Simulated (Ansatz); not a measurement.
Frozen normal mode in C

Level of theory: DFT r2SCAN, scalar-relativistic, plane waves, PAW in Ansatz 0.2.0. The runs took a 500 eV cutoff, a Γ-centred 8×8×8 mesh and Gaussian smearing (0.05 eV). No spin polarisation. Energies are free energies at this smearing, counted from the undisturbed cell; pressure is positive in compression.

The undisturbed cell (relaxed at this level; this bcc form isn't the usual structure):

```
C
1.0
    -2.42911    2.42911    2.42911
     2.42911   -2.42911    2.42911
     2.42911    2.42911   -2.42911
C
8
Direct
  0.32546 0.00000 0.00000
  0.67454 0.67454 0.67454
  0.00000 0.32546 0.00000
  0.00000 0.00000 0.32546
  0.00000 0.67454 0.00000
  0.32546 0.32546 0.32546
  0.67454 0.00000 0.00000
  0.00000 0.00000 0.67454
```

A zone-centre mode of this cell is frozen in: each atom moves by x times its row below, so x is the largest displacement.
```
atom ux uy uz
  C1  -0.041   0.668  -0.743
  C2  -0.041   0.743  -0.668
  C3   0.627   0.000   0.000
  C4  -0.710   0.074  -0.074
  C5  -0.627   0.000   0.000
  C6   0.041  -0.743   0.668
  C7   0.041  -0.668   0.743
  C8   0.710  -0.074   0.074
```

```tsv
x (Å)	ΔE (meV/cell)
-0.1200	1764.0
-0.0900	1001.7
-0.0600	448.8
-0.0300	112.9
0.0000	0.0
0.0300	114.0
0.0600	457.5
0.0900	1030.7
0.1050	1402.9
0.1200	1831.5
```

**Question.** Predict the gap on the mesh (eV) at each point.

**Answer.**
```
  x (Å) gap on the mesh (eV)
-0.1200                  1.05
-0.0900                  1.59
-0.0600                  2.13
-0.0300                  2.67
 0.0000                  3.19
 0.0300                  2.65
 0.0600                  2.09
 0.0900                  1.53
 0.1050                  1.25
 0.1200                  0.97
```

Cost: 10 runs of about 4.4 core-minutes in all, on Arm Neoverse V2 (shared hosts).